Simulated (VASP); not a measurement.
# CaO (Fm-3m) in VASP: settings compared, part 2 of 2

VASP 6.6.1.

## (4) Electrostatic potential, HSE06

This run uses another cell than the first one, of 13.77 Å³/atom, 1.008 times its volume.

The input, POSCAR:

```
CaO                                     
1.0
   -0.0000000000      2.3966028047      2.3966028047
    2.3966028047      0.0000000000      2.3966028047
    2.3966028047      2.3966028047      0.0000000000
  Ca              O             
     1     1
Direct
     0.0000000000000000    0.0000000000000000    0.0000000000000000
     0.5000000000000000    0.5000000000000000    0.5000000000000000
```

The input, INCAR.step1:

```
PREC = Accurate
ENCUT = 520
EDIFF = 1E-5
ISMEAR = 0
SIGMA = 0.02
LREAL = False
LASPH = True
NELM = 100
ALGO = Normal
ISIF = 2
LWAVE = True
GGA = PE
KPAR = 4
```

The input, INCAR.step2:

```
PREC = Accurate
ENCUT = 520
EDIFF = 1E-6
ISMEAR = 0
SIGMA = 0.02
LREAL = False
LASPH = True
NELM = 100
ALGO = Normal
ISIF = 2
LWAVE = False
LCHARG = True
GGA = PE
LHFCALC = True
HFSCREEN = 0.2
PRECFOCK = Fast
LVHAR = True
ISTART = 1
KPAR = 4
```

The input, KPOINTS:

```
regular mesh
0
Gamma
  8 8 8
```

Started as:

```
$ cat potpaw_PBE.64/Ca_sv/POTCAR potpaw_PBE.64/O/POTCAR > POTCAR
$ cp INCAR.step1 INCAR
$ mpirun -np 4 vasp_std > vasp.out
$ cp INCAR.step2 INCAR
$ mpirun -np 4 vasp_std > vasp.out
```

Wall time 6.8 min (4 MPI ranks of Intel Xeon 6975P-C (Granite Rapids), shared host); peak memory 0.27 GiB.

Results (log left out):

- Free energy: -14.8984 eV
- Pressure: 1.1 GPa
- Band gap on the k mesh: 5.32 eV, indirect (least direct gap 5.74 eV)

Levels at points of the mesh, in eV from the valence-band top:
```tsv
k point	band 4	band 5	band 6	band 7	band 8	band 9	band 10	band 11	band 12
(0.00, 0.00, 0.00)	-19.44	-17.06	0.00	0.00	0.00	6.32	8.24	8.24	8.24
(0.50, 0.00, 0.00)	-19.49	-15.61	-2.84	-1.28	-1.28	9.11	10.15	10.67	10.67
(0.50, 0.50, 0.00)	-19.69	-16.80	-1.44	-0.42	-0.42	5.32	10.24	11.21	12.02
```

Caveat: the PAW data sets were made with another functional, which shifts forces and pressure a little.

## (5) Electrostatic potential, PBE, non-collinear spin, zero start, spin-orbit coupling

This run uses another cell than the first one, of 13.77 Å³/atom, 1.008 times its volume.

The input, INCAR:

```
PREC = Accurate
ENCUT = 520
EDIFF = 1E-6
ISMEAR = 0
SIGMA = 0.02
LREAL = False
LASPH = True
NELM = 100
ALGO = Normal
ISIF = 2
LWAVE = False
LCHARG = True
LNONCOLLINEAR = True
MAGMOM = 0 0 0 0 0 0
LORBIT = 11
LSORBIT = True
GGA_COMPAT = False
GGA = PE
LVHAR = True
KPAR = 4
```

The input, KPOINTS:

```
regular mesh
0
Gamma
  10 10 10
```

POSCAR is that of step 4.

Started as:

```
$ cat potpaw_PBE.64/Ca_sv/POTCAR potpaw_PBE.64/O/POTCAR > POTCAR
$ mpirun -np 4 vasp_ncl > vasp.out
```

It took 32 s on 4 MPI ranks of Intel Xeon 6975P-C (Granite Rapids), shared host; peak memory 0.28 GiB.

Results (log left out):

* Free energy: -12.8000 eV
* Pressure: 3.2 GPa
* Net moment: 0.00 μB per cell
* Valence electrons inside the program's atomic spheres: Ca 8.23; O 5.01

Moments on the atoms (μB; x, y, z):
```
Ca  0.00 0.00 0.00
O   0.00 0.00 0.00
```

## (6) Electrostatic potential, PBE

This run uses another cell than the first one, of 13.77 Å³/atom, 1.008 times its volume.

Changes to INCAR since step 5:

```diff
@@ -12,7 +12,2 @@
 LCHARG = True
-LNONCOLLINEAR = True
-MAGMOM = 0 0 0 0 0 0
-LORBIT = 11
-LSORBIT = True
-GGA_COMPAT = False
 GGA = PE
```

KPOINTS is that of step 5.

POSCAR is that of step 5.

Potentials or basis: VASP PAW PBE potentials, release 64 (Ca_sv, O).

Started as:

```
$ cat potpaw_PBE.64/Ca_sv/POTCAR potpaw_PBE.64/O/POTCAR > POTCAR
$ mpirun -np 4 vasp_std > vasp.out
```

OUTCAR:

```text
PREC = Accurate
   ENCUT = 520
   EDIFF = 1E-6
   ISMEAR = 0
   LREAL = False
   LASPH = True
   NELM = 100
   ISIF = 2
   GGA = PE

 ion  position               nearest neighbor table
   1  0.000  0.000  0.000-   2 2.40   2 2.40   2 2.40   2 2.40   2 2.40   2 2.40
   2  0.500  0.500  0.500-   1 2.40   1 2.40   1 2.40   1 2.40   1 2.40   1 2.40

  LATTYP: Found a face centered cubic cell.
 ALAT       =     4.7932056094

  Lattice vectors:

 A1 = (   0.0000000000,   2.3966028047,   2.3966028047)
 A2 = (   2.3966028047,   0.0000000000,   2.3966028047)
 A3 = (   2.3966028047,   2.3966028047,   0.0000000000)

Analysis of symmetry for initial positions (statically):
=====================================================================
 Subroutine PRICEL returns:
 Original cell was already a primitive cell.

 Routine SETGRP: Setting up the symmetry group for a
 face centered cubic supercell.

 Subroutine GETGRP returns: Found 48 space group operations
 (whereof 48 operations were pure point group operations)
 out of a pool of 48 trial point group operations.

The static configuration has the point symmetry O_h .

Analysis of symmetry for dynamics (positions and initial velocities):
=====================================================================
 Subroutine PRICEL returns:
 Original cell was already a primitive cell.

 Routine SETGRP: Setting up the symmetry group for a
 face centered cubic supercell.

 Subroutine GETGRP returns: Found 48 space group operations
 (whereof 48 operations were pure point group operations)
 out of a pool of 48 trial point group operations.

The dynamic configuration has the point symmetry O_h .

 Subroutine INISYM returns: Found 48 space group operations
 (whereof 48 operations are pure point group operations),
 and found     1 'primitive' translations

----------------------------------------------------------------------------------------

                                     Primitive cell

  volume of cell :      27.5308

  direct lattice vectors                    reciprocal lattice vectors
     0.000000000  2.396602805  2.396602805    -0.208628647  0.208628647  0.208628647
     2.396602805  0.000000000  2.396602805     0.208628647 -0.208628647  0.208628647
     2.396602805  2.396602805  0.000000000     0.208628647  0.208628647 -0.208628647

  length of vectors
     3.389308190  3.389308190  3.389308190     0.361355416  0.361355416  0.361355416

  position of ions in fractional coordinates (direct lattice)
     0.000000000  0.000000000  0.000000000
     0.500000000  0.500000000  0.500000000

  ion indices of the primitive-cell ions
   primitive index   ion index
                 1           1
                 2           2

----------------------------------------------------------------------------------------

 KPOINTS: regular mesh

Automatic generation of k-mesh.
 Grid dimensions read from file:
 generate k-points for:   10   10   10

 Generating k-lattice:

  Cartesian coordinates                     Fractional coordinates (reciprocal lattice)
    -0.020862865  0.020862865  0.020862865     0.100000000  0.000000000  0.000000000
     0.020862865 -0.020862865  0.020862865     0.000000000  0.100000000  0.000000000
     0.020862865  0.020862865 -0.020862865     0.000000000  0.000000000  0.100000000

  Length of vectors
     0.036135542  0.036135542  0.036135542

  Shift w.r.t. Gamma in fractional coordinates (k-lattice)
     0.000000000  0.000000000  0.000000000

 Subroutine IBZKPT returns following result:
 ===========================================

 Found     47 irreducible k-points:

 Following reciprocal coordinates:
            Coordinates               Weight
  0.000000  0.000000  0.000000      1.000000
  0.100000  0.000000  0.000000      8.000000
  0.200000  0.000000  0.000000      8.000000
  0.300000  0.000000  0.000000      8.000000
  0.400000  0.000000  0.000000      8.000000
  0.500000  0.000000  0.000000      4.000000
[... 16 lines left out ...]
  0.300000  0.300000  0.000000      6.000000
  0.400000  0.300000  0.000000     24.000000
 [... further k-points ...]
   k-points           NKPTS =     47   k-points in BZ     NKDIM =     47   number of bands    NBANDS=     12
   number of dos      NEDOS =    301   number of ions     NIONS =      2
   total plane-waves  NPLWV =  21952
   dimension x,y,z NGX =    28 NGY =   28 NGZ =   28
   dimension x,y,z NGXF=    56 NGYF=   56 NGZF=   56
   ions per type =               1   1
   NGX,Y,Z   is equivalent  to a cutoff of  13.73, 13.73, 13.73 a.u.
   NGXF,Y,Z  is equivalent  to a cutoff of  27.47, 27.47, 27.47 a.u.
 SYSTEM =  unknown system
   PREC   = accura    normal or accurate (medium, high low for compatibility)
   ISTART =      0    job   : 0-new  1-cont  2-samecut
   ICHARG =      2    charge: 1-file 2-atom 10-const
   ISPIN  =      1    spin polarized calculation?
   LNONCOLLINEAR =      F non collinear calculations
   LSORBIT =      F    spin-orbit coupling
   LASPH  =      T    aspherical Exc in radial PAW
   ENCUT  =  520.0 eV  38.22 Ry    6.18 a.u.   6.30  6.30  6.30*2*pi/ulx,y,z
   NELM   =    100;   NELMIN=  2; NELMDL= -5     # of ELM steps
   EDIFF  = 0.1E-05   stopping-criterion for ELM
   LREAL  =      F    real-space projection
   EDIFFG = 0.1E-04   stopping-criterion for IOM
   NSW    =      0    number of steps for IOM
   IBRION =     -1    ionic relax: 0-MD 1-quasi-New 2-CG
   NFREE  =      0    steps in history (QN), initial steepest desc. (CG)
   ISIF   =      2    stress and relaxation
   ISYM   =      2    0-nonsym 1-usesym 2-fastsym
   POTIM  = 0.5000    time-step for ionic-motion
   TEBEG  =    0.0;   TEEND  =   0.0 temperature during run
   PSTRESS=    0.0 pullay stress
   NELECT =      16.0000    total number of electrons
   NUPDOWN=      -1.0000    fix difference up-down
   EMIN   =  10.00;   EMAX   =-10.00  energy-range for DOS
   EFERMI =   0.00;   METHOD = LEGACY
   ISMEAR =     0;   SIGMA  =   0.02  broadening in eV -4-tet -1-fermi 0-gaus
   EFERMI_NEDOS =   21; number of points for ismear=-14 and -15
   IALGO  =     38    algorithm
   IMIX   =      4    mixing-type and parameters
     AMIX     =   0.40;   BMIX     =  1.00
     AMIX_MAG =   1.60;   BMIX_MAG =  1.00
  volume/ion in A,a.u.               =      13.77        92.89
  Fermi-wavevector in a.u.,A,eV,Ry     =   1.366183  2.581711 25.394662  1.866455
  Thomas-Fermi vector in A             =   2.492346
   LORBIT       =      0    0 simple, 1 ext, 2 COOP (PROOUT), +10 PAW based schemes
   GGA     = PE    functional components
   LHFCALC =     F    Hartree Fock is set to
   AEXX    =    0.0000 exact exchange contribution
   IVDW    =     0    specifies the selected vdW correction
   LEPSILON=     F    determine dielectric tensor
   LRPA    =     F    only Hartree local field effects (RPA)
 non-spin polarized calculation
 Gauss-broadening in eV      SIGMA  =   0.02
  energy-cutoff  :      520.00
  volume of cell :       27.53
 maximum number of plane-waves:       754
 NGX is ok and might be reduce to    28
   NGX = 13   NGY = 13   NGZ = 13

 number of electron      15.9999997 magnetization

 Free energy of the ion-electron system (eV)
  ---------------------------------------------------
  ext. energy  EPLUGINS =         0.00000000
  ---------------------------------------------------
  free energy    TOTEN  =       -12.79702026 eV

  energy without entropy =      -12.79702026  energy(sigma->0) =      -12.79702026

 E-fermi :   2.6057     XC(G=0): -10.5159

 val. band max:        2.3965723050   @ k =   0.0000   0.0000   0.0000
 cond. band min:       6.0297762212   @ k =   0.5000   0.5000   0.0000
 fundamental gap:      3.6332039163
 Fermi energy:         2.6057455446

 k-point     1 :       0.0000    0.0000    0.0000
  band No.  band energies     occupation
      1     -35.2060      2.00000
      2     -15.9638      2.00000
      3     -15.9638      2.00000
      4     -15.9638      2.00000
      5     -13.1518      2.00000
      6       2.3966      2.00000
      7       2.3966      2.00000
      8       2.3966      2.00000
      9       7.1769      0.00000
     10       8.6427      0.00000
     11       8.6427      0.00000
     12       8.6427      0.00000
[... 331 lines left out ...]
 k-point    24 :       0.4000    0.3000    0.0000
  band No.  band energies     occupation
      1     -35.0941      2.00000
      2     -16.6300      2.00000
      3     -16.1688      2.00000
      4     -16.1408      2.00000
      5     -12.6198      2.00000
      6       0.7133      2.00000
      7       1.8410      2.00000
      8       1.9416      2.00000
      9       6.7056      0.00000
     10      10.1062      0.00000
     11      11.2204      0.00000
     12      11.3096      0.00000

 [... further k-points ...]
[... 5 lines left out ...]
  --------------------------------------------------------------------------------------
  -------------------------------------------------------------------------------------
  Total        0.5509007      0.5509007      0.5509007      0.0000000     -0.0000000     -0.0000000
  in kB       32.0601618     32.0601618     32.0601618      0.0000000     -0.0000000     -0.0000000
  external PRESSURE =      32.0601618 kB  Pullay stress =       0.0000000 kB

 VOLUME and BASIS-vectors are now :
 -----------------------------------------------------------------------------
  energy-cutoff  :      520.00
  volume of cell :       27.53
      direct lattice vectors                 reciprocal lattice vectors
     0.000000000  2.396602805  2.396602805    -0.208628647  0.208628647  0.208628647
     2.396602805  0.000000000  2.396602805     0.208628647 -0.208628647  0.208628647
     2.396602805  2.396602805  0.000000000     0.208628647  0.208628647 -0.208628647

 POSITION                                       TOTAL-FORCE (eV/Angst)
 -----------------------------------------------------------------------------------
      0.00000      0.00000      0.00000        -0.000000     -0.000000     -0.000000
      2.39660      2.39660      2.39660         0.000000      0.000000      0.000000
 -----------------------------------------------------------------------------------
    total drift:                                0.000000      0.000000      0.000000

  FREE ENERGIE OF THE ION-ELECTRON SYSTEM (eV)
  ---------------------------------------------------
  free  energy   TOTEN  =       -12.7970202580 eV

  energy  without entropy=      -12.7970202580  energy(sigma->0) =      -12.79702026
```

stdout:

```text
POSCAR found type information on POSCAR CaO
 POSCAR found :  2 types and       2 ions
 scaLAPACK will be used
 LDA part: xc-table for (Slater+PW92), standard interpolation
 POSCAR, INCAR and KPOINTS ok, starting setup
 FFT: planning ... GRIDC
 FFT: planning ... GRID_SOFT
 FFT: planning ... GRID
 WAVECAR not read
 entering main loop
```

Run time: 7.2 s. Hardware: 4 MPI ranks of Intel Xeon 6975P-C (Granite Rapids), shared host; peak memory 0.16 GiB.

Results:

- Free energy: -12.7970 eV
- Pressure: 3.2 GPa
- Band gap on the k mesh: 3.63 eV, indirect (least direct gap 4.01 eV)

## (7) Summary

```csv
task,level,spin,cell,k mesh,cutoff (eV),grid for exact exchange (PRECFOCK),screening parameter,gap on the mesh (eV),pressure (GPa)
relaxation of cell and atoms,r2SCAN+rVV10,off,relaxed,10 × 10 × 10,600,-,-,4.15,0.0
electrostatic potential,r2SCAN+rVV10,off,"Fm-3m, 13.77 Å³/atom",10 × 10 × 10,520,-,-,4.15,0.1
electrostatic potential,HSE06,off,"Fm-3m, 13.77 Å³/atom",8 × 8 × 8,520,Fast,0.2 1/A,5.32,1.1
electrostatic potential,PBE,"non-collinear, zero start, SOC","Fm-3m, 13.77 Å³/atom",10 × 10 × 10,520,-,-,-,3.2
electrostatic potential,PBE,off,"Fm-3m, 13.77 Å³/atom",10 × 10 × 10,520,-,-,3.63,3.2
```

Alike in all rows: potentials or basis VASP PAW PBE potentials, release 64 (Ca_sv, O); smearing gaussian 0.02 eV.

On the cell as given the gap runs from 3.63 eV (PBE) to 5.32 eV (HSE06); the meshes differ, which moves gaps too. The pressure there spans 0.1 GPa (r2SCAN+rVV10) to 3.2 GPa (PBE); a positive pressure means that this level wants a larger cell, a negative one a smaller.

Caveats: the PAW data sets were made with another functional, which shifts forces and pressure a little (some runs).

Absolute energies hang on the potentials; compare differences alone.
